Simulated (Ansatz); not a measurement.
ZnTe (zinc blende)

```yaml
crystal:
  lattice:
    - [0.00000, 3.08955, 3.08955]
    - [3.08955, 0.00000, 3.08955]
    - [3.08955, 3.08955, 0.00000]
  atoms:
    - { symbol: Te, position: [0.75000, 0.75000, 0.75000] }
    - { symbol: Zn, position: [0.00000, 0.00000, 0.00000] }
```

The volume is varied about the relaxed value V₀ at fixed cell shape. Symmetry pins the atoms to their sites.

All values below come from PBE (plane waves to 420 eV, PAW, scalar-relativistic; Ansatz, an electronic-structure program). k mesh 9×9×9 (Γ-centred), Fermi-Dirac smearing 0.05 eV. E stands for the smeared free energy. Spin-orbit coupling is left out, though Te is heavy. ZnTe was relaxed with its symmetry unable to fall. The zero of ΔE is the relaxed starting cell.

```tsv
V (Å³/atom)	ΔE (meV/atom)
27.721	16.1
28.016	11.0
28.311	6.9
28.606	3.8
28.901	1.7
29.196	0.4
29.491	0.0
29.786	0.4
30.080	1.5
30.375	3.4
30.670	5.9
30.965	9.0
31.260	12.8
```

What is the fitted pressure derivative B₀′?

4.7.

What bulk modulus B₀ follows from a third-order Birch-Murnaghan fit?

43.3 GPa.

(Under strain, the slope of the energy per volume gives the stress and its curvature an elastic modulus.)
